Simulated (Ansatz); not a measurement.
Consider InN in the wurtzite structure (space group P6_3mc, No. 186; a = 3.537 Å, c = 5.714 Å).

Level of theory: PBEsol, PAW, 420 eV (Ansatz, a first-principles code; no spin-orbit coupling).

Before the change:

The band gap is zero. The pressure is 0.0 GPa.

Perturbation: an isotropic linear strain of +0.52 %, atoms relaxed at fixed cell.

**Question.** Predict the new energy relative to the base.

**Answer.** The energy rises by 1.6 meV/atom.

**Question.** Estimate the effect on the band gap.

**Answer.** The band gap is still zero.

**Question.** What does the calculation give for the pressure after the change?

**Answer.** The pressure (mean of the normal stresses, compression positive) goes from zero to -2.0 GPa.

A case with no gap was solved on a k-mesh chosen for an insulator, which is coarse for it. Whether these cells are dynamically stable was not tested. The final runs are not spin-polarised. A zero or small gap of InN can be the functional's error rather than a property of the material.
